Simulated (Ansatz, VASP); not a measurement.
**SiC: VASP beside Ansatz**

```
Si C
1.0
     3.07600    0.00000    0.00000
    -1.53800    2.66389    0.00000
     0.00000    0.00000    5.04800
Si C
2 2
Direct
  0.33333 0.66667 0.00297
  0.66667 0.33333 0.49703
  0.33333 0.66667 0.38431
  0.66667 0.33333 0.88569
```

Change from the starting cell: mode 6 (566.1 1/cm) frozen in, largest displacement +0.015 Å.

Alike in both runs: task single point; functional r2SCAN; k mesh 12 × 12 × 6; occupations gaussian, width 0.05 eV; no spin polarisation.

|  | VASP | Ansatz |
| --- | --- | --- |
| version | VASP 6.6.1 | Ansatz 0.2.0 |
| potentials or method | VASP PAW PBE potentials, release 64 (Si, C) | scalar-relativistic, plane waves, PAW |
| plane-wave cutoff (eV) | 520 | 500 |
| valence electrons in the cell | 16 | 16 |

VASP gave:

```
gap on the k mesh at the Fermi level (eV)       : 2.70
least direct gap on the mesh (eV)               : 4.58
pressure (GPa)                                  : 0.0
largest component of the traceless stress (GPa) : 2.67
rms of the force components (eV/Å)              : 0.483
```

Estimate Ansatz's values.

gap on the k mesh at the Fermi level (eV): 2.69; least direct gap on the mesh (eV): 4.57; pressure (GPa): 0.2; largest component of the traceless stress (GPa): 2.71; rms of the force components (eV/Å): 0.484.

Atom by atom the forces differ by 0.001 eV/Å (rms over components).

Caveats: the PAW data sets were made with another functional, which shifts forces and pressure a little (VASP). A k mesh can miss the band edges.
